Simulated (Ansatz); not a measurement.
Runs of Ansatz 0.2.0 on YN. The structure is cubic, space group Fm-3m (No. 225). Conventional cell: a = 4.877 Å, b = 4.877 Å, c = 4.877 Å, α = 90.00°, β = 90.00°, γ = 90.00°. Y (site symmetry m-3m) has 6 N at 2.44 Å as nearest neighbours. Around N (site symmetry m-3m) lie 6 Y at 2.44 Å. 

| level | gap on the mesh (eV) | pressure (GPa) |
| --- | --- | --- |
| revPBE | 0.38 | (a) |
| RPBE | 0.39 | (b) |
| BLYP | 0.49 | 8.2 |
| PBE | 0.34 | 3.3 |

Alike in all rows: task projected density of states; potentials or basis Ansatz PAW; no spin polarisation; cell as given; k mesh 5 × 5 × 5; cutoff (eV) 420; smearing fermi-dirac 0.05 eV; the mesh is coarse, so values aren't converged.

Task: Estimate the missing entries.

Result: (a) 5.7; (b) 6.5.

Caveats: all runs use coarse meshes; odd divisions of the mesh miss points on the zone boundary, where band edges often lie, so the gap on the mesh can be too wide; the density of states is complete only up to the lowest level of the last band computed; the PAW data sets come from PBE, with cores solved anew for the run's functional, which leaves a small shift of forces and pressure (some runs).

A k mesh can miss the band edges, and the runs leave out spin-orbit coupling on Y.
